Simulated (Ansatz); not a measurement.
**SrO (PbO type): other levels of theory at one geometry**

How much do the gap and the pressure of SrO (PbO type) depend on the functional and spin–orbit coupling? The cell was built by placing the elements on the sites of a structure type; the runs don't test whether it is the stable form.

Method: DFT at several levels, plane waves, PAW, in Ansatz 0.2.0.

1 further run of the same task is left out (set aside as unsound or not needed). Runs told in other sessions of the task aren't counted.

## 1. The starting structure

The structure is tetragonal, space group P4/nmm (No. 129). Conventional cell: a = 4.486 Å, b = 4.486 Å, c = 3.597 Å, α = 90.00°, β = 90.00°, γ = 90.00°. Sr (site symmetry 4mm) is surrounded by 4 O at 2.44 Å. O (site symmetry -4m2) has 4 Sr at 2.44 Å in its first shell of neighbours.

Structure file:

```
CELL_PARAMETERS angstrom
4.48637 0.00000 0.00000
0.00000 4.48637 0.00000
0.00000 0.00000 3.59663
ATOMIC_POSITIONS crystal
Sr 0.50000 0.00000 0.27037
Sr 0.00000 0.50000 0.72963
O 0.00000 0.00000 0.00000
O 0.50000 0.50000 0.00000
```

An earlier run at PBE left this cell at 18.098 Å³/atom and 0.02 GPa (8×8×10 mesh), gap on the mesh 2.53 eV.

Levels to run: PBE+SOC; r²SCAN; PBEsol; LDA; HSE06. Hardware: 2 threads of Arm Neoverse V1, shared host.

## 2. PBE+SOC

input.yaml

```yaml
crystal:
  lattice:
    - [4.4863742577, 0.0, 0.0]
    - [0.0, 4.4863742577, 0.0]
    - [0.0, 0.0, 3.5966252849]
  atoms:
    - { symbol: Sr, position: [0.5, 0.0, 0.2703680608] }
    - { symbol: Sr, position: [0.0, 0.5, 0.7296319392] }
    - { symbol: O, position: [0.0, 0.0, 0.0] }
    - { symbol: O, position: [0.5, 0.5, 0.0] }
basis:
  ecutwfc: 420
  ecutrho_ratio: 4
kpoints:
  mp_grid: { grid: [8, 8, 10] }
hamiltonian:
  xc: pbe
scf:
  occupations: { method: gaussian, width: 0.05 }
output:
  forces: true
  stress: true
  eigenvalues: true
  populations: true
  dos: { projected: true, de: 0.02 }
  write_density: true
  write_potential: true
  elf: true
  volumetric_format: npy
magnetization:
  noncollinear: true
  spin_orbit: true
```

Started as:

```console
ansatz run input.yaml --threads 2 --pin off --max-ram 2662MiB --backend cpu --events-out ev --progress --plain --runs-dir out
```

The runs that follow: r²SCAN; PBEsol; LDA; HSE06.

What does the calculation give? Wanted: for each run, gap less HSE06's; pressure.

The runs gave:

| level | mesh | gap on the mesh (eV) | gap less HSE06's (eV) | pressure (GPa) | time |
| --- | --- | --- | --- | --- | --- |
| PBE | 8×8×10 | 2.53 | -1.34 | 0.0 | 27 s* |
| LDA | 8×8×10 | 2.33 | -1.54 | -6.3 | 4.2 s |
| PBEsol | 8×8×10 | 2.41 | -1.46 | -3.4 | 4.4 s |
| PBE+SOC | 8×8×10 | 2.53 | -1.34 | 0.0 | 36 s* |
| r²SCAN | 8×8×10 | 3.13 | -0.74 | -1.8 | 13 s |
| HSE06 | 4×4×6 | 3.87 | 0 | -2.0 | 23 s |

Times are on 2 threads of Arm Neoverse V1, shared host. * Includes bands or densities of states.

The pressure runs from -6.3 GPa (LDA) to 0.0 GPa (PBE); a negative pressure means that level wants a smaller cell, a positive one a larger cell. The gap is widest with HSE06 (3.87 eV) and narrowest with LDA (2.33 eV). Spin–orbit coupling alone moves the gap by +0.00 eV. Taking HSE06 as the top rung, r²SCAN comes nearest in gap (-0.74 eV) at 26 s of CPU time against 44 s; the meshes differ, and the hybrid has no spin–orbit coupling. Total energies of different levels have different zeros and can't be compared.
